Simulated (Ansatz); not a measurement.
An O vacancy in cubic perovskite BaZrO3, 39 atoms, charge +2

Level of theory: DFT, PBEsol, PAW, plane waves (Ansatz).

Command:

```sh
ansatz run in.yaml --threads 8 --pin off --max-ram 118750MiB --runs-dir r --events-out ev --progress --plain --backend cuda --devices 0,
```

The input less its lattice and atoms (starting moments on atoms near the defect: 2 μB in all):

```yaml
crystal:
  symmetry: { detect: false }
kpoints:
  mp_grid: { grid: [1, 1, 1], shift: [0.25, 0.25, 0.25] }
hamiltonian:
  xc: pbesol
total_charge: 2
magnetization:
  spin_polarized: true
scf:
  occupations: { method: fermi_dirac, width: 0.01 }
relax:
  f_tol: 0.03
  max_steps: 80
  escape_saddle: false
  adjacent_minimum: "off"
output:
  forces: true
  eigenvalues: true
  populations: true
  charged_corrections: { epsilon: 40 }
```

Start:

```xyz
39
Lattice="8.3620 0.0000 0.0000 0.0000 8.3620 0.0000 0.0000 0.0000 8.3620" Properties=species:S:1:pos:R:3 pbc="T T T"
Ba    0.0354    8.3416    8.3595
Ba    8.3441    8.3440    4.1901
Ba    8.3582    4.2120    8.3547
Ba    0.0214    4.1616    4.1768
Ba    4.1691    8.3532    0.0102
Ba    4.1937    0.0142    4.1759
Ba    4.2018    4.1920    0.0269
Ba    4.1798    4.1684    4.1976
Zr    2.0473    2.0829    2.0804
Zr    2.0915    2.1113    6.2721
Zr    2.0883    6.2710    2.0768
Zr    2.0962    6.2679    6.2925
Zr    6.2556    2.0736    2.0674
Zr    6.2529    2.0697    6.2536
Zr    6.2753    6.2491    2.0818
Zr    6.2826    6.2664    6.2961
O     2.1240    2.0864    0.0283
O     2.1450    6.2849    8.3399
O     2.0886    6.2592    4.1518
O     6.2618    2.1023    0.0196
O     6.2804    2.0759    4.2179
O     6.2569    6.2762    0.0405
O     6.2803    6.2735    4.1824
O     0.0175    2.0687    2.0608
O     8.3498    2.0692    6.2694
O     0.0103    6.2701    2.1111
O     8.3383    6.2706    6.2727
O     4.1876    2.1151    2.1159
O     4.1677    2.1158    6.2658
O     4.1967    6.2678    2.1253
O     4.2271    6.2567    6.2672
O     2.1088    8.3443    2.0877
O     2.1161    8.3462    6.2699
O     2.0719    4.1457    2.0885
O     2.0720    4.1545    6.3000
O     6.2757    0.0112    2.0981
O     6.2933    8.3426    6.2585
O     6.2603    4.1587    2.0899
O     6.2595    4.1424    6.2999
```

Steps:

```json
{"step": "start", "energy less the first (eV)": "0.000", "largest force component (eV/Å)": "4.315"}
{"step": "1", "energy less the first (eV)": "-1.661", "largest force component (eV/Å)": "0.751"}
{"step": "2", "energy less the first (eV)": "-1.973", "largest force component (eV/Å)": "0.599"}
{"step": "3", "energy less the first (eV)": "-1.999", "largest force component (eV/Å)": "0.233"}
{"step": "4", "energy less the first (eV)": "-2.002", "largest force component (eV/Å)": "0.021"}
```

A structure on the way, about -1.66 eV from the start:

```
Ba Zr O
1.0
     8.36196    0.00000    0.00000
     0.00000    8.36196    0.00000
     0.00000    0.00000    8.36196
Ba Zr O
8 8 23
Direct
  0.99591 0.99574 0.99972
  0.98369 0.98326 0.50062
  0.99310 0.50355 0.99943
  0.98530 0.51337 0.49945
  0.50481 0.99527 0.00164
  0.51530 0.98480 0.49839
  0.50769 0.50329 0.00294
  0.51588 0.51414 0.50027
  0.24732 0.24976 0.23291
  0.25010 0.25109 0.76730
  0.25030 0.75037 0.25171
  0.25142 0.75079 0.75114
  0.74749 0.24812 0.24761
  0.74949 0.24915 0.74785
  0.74997 0.74811 0.24944
  0.75043 0.74969 0.75173
  0.25346 0.24866 0.00048
  0.25437 0.75103 0.99853
  0.24980 0.74750 0.49957
  0.74895 0.25019 0.00169
  0.75155 0.24883 0.50251
  0.74950 0.75024 0.00285
  0.75195 0.74957 0.50060
  0.00576 0.24766 0.25377
  0.00524 0.24761 0.74398
  0.00224 0.74956 0.25117
  0.00067 0.74908 0.75079
  0.49604 0.25146 0.26038
  0.49429 0.25134 0.74303
  0.50013 0.74914 0.25385
  0.50149 0.74799 0.74878
  0.25195 0.00271 0.25525
  0.25217 0.00301 0.74381
  0.24811 0.49358 0.25629
  0.24785 0.49408 0.74664
  0.75049 0.00133 0.25207
  0.75152 0.99937 0.74919
  0.75035 0.49787 0.25144
  0.74996 0.49711 0.75237
```

End:

```
Ba Zr O
1.0
     8.36196    0.00000    0.00000
     0.00000    8.36196    0.00000
     0.00000    0.00000    8.36196
Ba Zr O
8 8 23
Cartesian
  8.2770 8.2658 0.0011
  8.3053 8.2949 4.1751
  8.2815 4.2560 0.0053
  8.3029 4.2360 4.1855
  4.2667 8.2701 0.0040
  4.2463 8.2930 4.1859
  4.2728 4.2623 0.0072
  4.2451 4.2339 4.1957
  2.0954 2.0853 1.9630
  2.0940 2.0830 6.4076
  2.0952 6.2614 2.1224
  2.0919 6.2671 6.2489
  6.2715 2.0854 2.1217
  6.2775 2.0818 6.2485
  6.2743 6.2648 2.0961
  6.2748 6.2643 6.2751
  2.1015 2.0867 0.0044
  2.0923 6.2648 0.0047
  2.0938 6.2663 4.1858
  6.2763 2.0848 0.0041
  6.2791 2.0863 4.1852
  6.2770 6.2657 0.0046
  6.2754 6.2646 4.1856
  0.0563 2.0900 2.2751
  0.0503 2.0778 6.1029
  0.0041 6.2659 2.0619
  0.0035 6.2649 6.3126
  4.1376 2.0906 2.2733
  4.1314 2.0776 6.0876
  4.1833 6.2648 2.0566
  4.1829 6.2644 6.3121
  2.0995 0.0475 2.2801
  2.0892 0.0399 6.1035
  2.0987 4.1284 2.2706
  2.0882 4.1213 6.0908
  6.2728 8.3568 2.0616
  6.2725 8.3558 6.3131
  6.2727 4.1742 2.0572
  6.2723 4.1732 6.3111
```

Self-consistency was reached.

Time: 6.9 s of wall time on one NVIDIA GB300 with 8 processor threads, on a host shared with other runs; peak host memory 2 GiB.

(1) How much energy did the relaxation gain, and which atom moved most?

The moment started at 2 μB and ended at 0.0 μB; no other spin state is shown. The program warned that the state may not be the lowest. The one k point has no symmetry partners, which can distort the end along one axis.

## Answers

(1) 2.00 eV in 4 steps, from a start with small random displacements (the gain also holds any tilting of the ideal host); atom 24 (O) moved 0.22 Å, the median atom 0.06 Å (drift of the whole cell removed).
